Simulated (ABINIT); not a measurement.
Runs of ABINIT 10.8.3 (patched build) on MoS2. Symmetry: P6_3/mmc, No. 194, hexagonal system. The conventional cell has a = 3.169 Å, b = 3.169 Å, c = 12.324 Å, α = 90.00°, β = 90.00°, γ = 120.00°. Mo (site symmetry -6m2) is surrounded by 6 S at 2.41 Å. Around S (site symmetry 3m) lie 3 Mo at 2.41 Å. 

| task | level | potentials or basis | cell | k mesh | cell freedom (optcell) | cutoff smearing ecutsm (Ha) | optimiser (ionmov) | force stop (Ha/bohr) | mesh quality | gap on the mesh (eV) | pressure (GPa) | relaxed volume (Å³/atom) | largest force (eV/Å) |
| --- | --- | --- | --- | --- | --- | --- | --- | --- | --- | --- | --- | --- | --- |
| single point | LDA | JTH PAW LDA v2.0 | as given | 6 × 6 × 2 | - | - | - | - | not flagged | 0.81 | -5.6 | - | 0.47 |
| single point | PBEsol | JTH PAW PBE v2.0 | as given | 6 × 6 × 2 | - | - | - | - | not flagged | (b) | -2.7 | - | 0.28 |
| relaxation of cell and atoms | LDA | JTH PAW LDA v2.0 | relaxed | 8 × 8 × 3 | 2 | 0.5 | 2 | 0.0002 | not flagged | 0.83 | 0.0 | 17.00 | - |
| single point | LDA | JTH PAW LDA v2.0 | as given | 8 × 8 × 2 | - | - | - | - | not flagged | 0.91 | -5.6 | - | 0.47 |
| single point | PBEsol | JTH PAW PBE v2.0 | as given | 8 × 8 × 2 | - | - | - | - | not flagged | 0.94 | -2.7 | - | 0.28 |
| relaxation of cell and atoms | PBEsol | JTH PAW PBE v2.0 | relaxed | 5 × 5 × 2 | 2 | 0.5 | 2 | 5e-05 | coarse | 1.00 | 0.0 | 17.88 | - |
| single point | PBE | JTH PAW PBE v2.0 | as given | 10 × 10 × 3 | - | - | - | - | not flagged | 0.93 | 2.0 | - | 0.06 |
| single point | PBE | JTH PAW PBE v2.0 | as given | 6 × 6 × 2 | - | - | - | - | not flagged | (a) | 2.0 | - | 0.06 |
| single point | PBEsol | JTH PAW PBE v2.0 | as given | 10 × 10 × 3 | - | - | - | - | not flagged | (c) | -2.7 | - | 0.28 |
| single point | PBE | JTH PAW PBE v2.0 | as given | 8 × 8 × 2 | - | - | - | - | not flagged | 0.98 | 2.0 | - | 0.06 |
| relaxation of cell and atoms | PBEsol | JTH PAW PBE v2.0 | relaxed | 5 × 5 × 2 | 2 | 0.5 | 2 | 0.0002 | coarse | 1.00 | 0.0 | 17.88 | - |

Alike in all rows: no spin polarisation; cutoff (eV) 544; smearing fermi-dirac 0.05 eV.

Problem. Estimate the missing entries.

Solution. (a) 0.89; (b) 0.85; (c) 0.88.

Caveats: some runs use coarse meshes; this functional lacks dispersion, which binds the layers, so the pressure and a relaxed spacing across them are unreliable (some runs); the PAW data sets were made with another functional, which shifts forces and pressure a little (some runs); an odd mesh through Γ misses points on the zone boundary, where band edges often lie (some runs).

A k mesh can miss the band edges, and the runs leave out spin-orbit coupling on Mo.

Not every run made on this cell is shown here.
